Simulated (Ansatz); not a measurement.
**The polar optical mode of GaP at -0.5 GPa, worked through**

All numbers below come from DFT PBE, scalar-relativistic, plane waves, PAW in Ansatz 0.2.0. Cutoff 420 eV, 6×6×6 k-points (Γ-centred), fixed occupations. No spin polarisation. Phonons by linear response, acoustic sum rule imposed.

The cell is fixed (symmetry leaves no force on the atoms) and stands under -0.5 GPa:
```yaml
crystal:
  lattice:
    - [0.00000, 2.75980, 2.75980]
    - [2.75980, 0.00000, 2.75980]
    - [2.75980, 2.75980, 0.00000]
  atoms:
    - { symbol: Ga, position: [0.00000, 0.00000, 0.00000] }
    - { symbol: P, position: [0.25000, 0.25000, 0.25000] }
```

The cell is the ideal cubic zincblende prototype. The run warned that the force constants aren't converged on this k mesh, so the frequencies and all that is formed from them are rough.

Linear response gives ν_TO = 341.9 cm⁻¹, Born charges ±2.209 e (positive on Ga) and ε∞ = 10.698. The primitive cell holds 42.040 Å³, and the masses are 69.723 and 30.974 amu.

Problem. Find ν_LO and the static dielectric constant.

Solution. The long-wave field adds a restoring force: ω_LO² − ω_TO² = Z*²e²/(ε_vac ε∞ μV). In these units ν_LO² − ν_TO² = 4.92064×10⁷ Z*²/(μ V ε∞) cm⁻², with μ = m₁m₂/(m₁ + m₂) = 21.446 amu: 24895 cm⁻². So ν_LO = √(341.9² + 24895) = 376.5 cm⁻¹, and the run gives 376.5. Lyddane–Sachs–Teller then gives ε0 = ε∞ (ν_LO/ν_TO)² = 12.98, against 12.98 in the run (it forms both from the same three quantities, so the match checks the arithmetic only). Between ν_TO and ν_LO the dielectric function is negative and an undamped crystal reflects fully: a reststrahlen band from 26.6 to 29.3 μm.

Problem. What do the Clausius–Mossotti polarisability and the Szigeti charge come to?

Solution. With the Lorentz local field, α = (3V/4π)(ε∞ − 1)/(ε∞ + 2) = 7.67 Å³ for the pair, and e_S = 3Z*/(ε∞ + 2) = 0.52 e. The Born charge includes the electrons' response to the dipole's own local field, and e_S takes that enhancement out. The Lorentz field assumes point-like polarisable ions, a poor picture once ε∞ is this large, since the electron clouds then overlap or are shared, so both numbers are formal here.

Problem. How strongly does a slow electron couple to the LO mode?

Solution. For one isotropic parabolic band, Fröhlich's constant is α_F = (1/ε∞ − 1/ε0) √(m* Ry/ħω_LO), with Ry = 13.606 eV, ħω_LO = 46.7 meV and m* in free-electron masses: α_F = 0.0164 × 17.07 × √m* = 0.28 √m*. The band mass isn't part of this run; for m* = 0.1, 0.3 and 1 it gives 0.09, 0.15, 0.28. In weak coupling the polaron lies α_F ħω_LO below the band edge (7 meV at m* = 0.3) with a mass m*(1 + α_F/6); past α_F of about 5 or 6 that expansion fails. A semilocal functional's ε∞ tends to be too large, which taken alone lowers α_F.

Cost: 1 run of about 1 core-minutes, on Intel Xeon Processor @ 2.50GHz (Skylake/Cascade Lake) (shared hosts).

GaP emerges as a weakly polar, largely covalent semiconductor: most of its static screening is electronic, with the lattice raising the dielectric constant only from 10.698 to 12.98. The Born charge of 2.209 e is no measure of static ionicity. In sp³ bonds shared between Ga and P, a relative displacement of the sublattices shifts bond charge between them, so a sizeable dynamical charge is compatible with modest charge transfer. The same polarisable valence electrons screen the long-range field, which keeps the LO–TO splitting moderate and the Fröhlich coupling weak for all three trial masses.

Both optical frequencies lie below the well-known ambient values. PBE's tendency to overestimate bond lengths and soften bonds probably contributes, as does the slight tension, though incomplete k-point convergence could also play a part. The polaron estimates don't carry over directly to conduction electrons in real GaP, whose indirect minima near X are strongly anisotropic and call for a direction-dependent mass.
